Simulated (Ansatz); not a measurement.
# ZrN (rocksalt): zero-pressure volume and bulk modulus with mr²SCAN

The task here is to estimate one member of a computed series from the others.

Computed with Ansatz 0.2.0 (DFT mr²SCAN, scalar-relativistic, plane waves, PAW, unless a step's input says otherwise).

### The system as given

Symmetry: Fm-3m, No. 225, cubic system. Conventional cell: a = 4.568 Å, b = 4.568 Å, c = 4.568 Å, α = 90.00°, β = 90.00°, γ = 90.00°. Zr (site symmetry m-3m) has 6 N at 2.28 Å in its first shell of neighbours. N (site symmetry m-3m) is surrounded by 6 Zr at 2.28 Å.

Coordinates:

```
Zr N
1.0
     0.00000    2.28423    2.28423
     2.28423    0.00000    2.28423
     2.28423    2.28423    0.00000
Zr N
1 1
Direct
  0.50000 0.50000 0.50000
  0.00000 0.00000 0.00000
```

At PBE, an earlier run found 4.67 GPa for this cell of 11.918 Å³/atom (8×8×8 mesh), no gap. The cell is compressed at this level.

Set-up of the first run:

input.yaml

```yaml
crystal:
  lattice:
    - [0.0, 2.2842273067, 2.2842273067]
    - [2.2842273067, 0.0, 2.2842273067]
    - [2.2842273067, 2.2842273067, 0.0]
  atoms:
    - { symbol: Zr, position: [0.5, 0.5, 0.5] }
    - { symbol: "N", position: [0.0, 0.0, 0.0] }
basis:
  ecutwfc: 500
  ecutrho_ratio: 4
kpoints:
  mp_grid: { grid: [8, 8, 8] }
hamiltonian:
  xc: mr2scan
scf:
  occupations: { method: gaussian, width: 0.05 }
output:
  forces: true
  stress: true
  eigenvalues: true
```

Command:

```sh
$ ansatz run input.yaml --threads 4 --pin off --max-ram 8192MiB --backend cpu --events-out ev --progress --plain --runs-dir out
```

Among the steps run: At the given cell; Stepping to 12.182 Å³/atom; Stepping to 12.066 Å³/atom; Volume × 0.98 of the new zero; Volume × 1.02 of the new zero; Volume × 0.96 of the new zero; Volume × 1.04 of the new zero.

One table of the session follows, with a row left open; its other results are not shown here.

It belongs to the step «Energy and pressure against volume». 

```
volume (Å³/atom)  energy (meV/atom)  pressure (GPa)
          11.583              16.98           11.69
          11.825               4.11            5.54
          12.066               0.00            0.00
          12.307                  ?               ?
          12.549              14.75           -9.46
```

Q: Estimate the row for volume (Å³/atom) = 12.307 from the others.

Worked estimate for «energy (meV/atom)». A straight line through the neighbours (12.066, 0.00) and (12.549, 14.75) gives 0.00 + (14.75 − 0.00) × (12.307 − 12.066) / (12.549 − 12.066) = 7.36; a parabola fitted to 3 rows on both sides gives 3.53.

**Answer.** energy (meV/atom): 3.80; pressure (GPa): -4.98. In «energy (meV/atom)» the line misses by +3.56 and the parabola by -0.27.
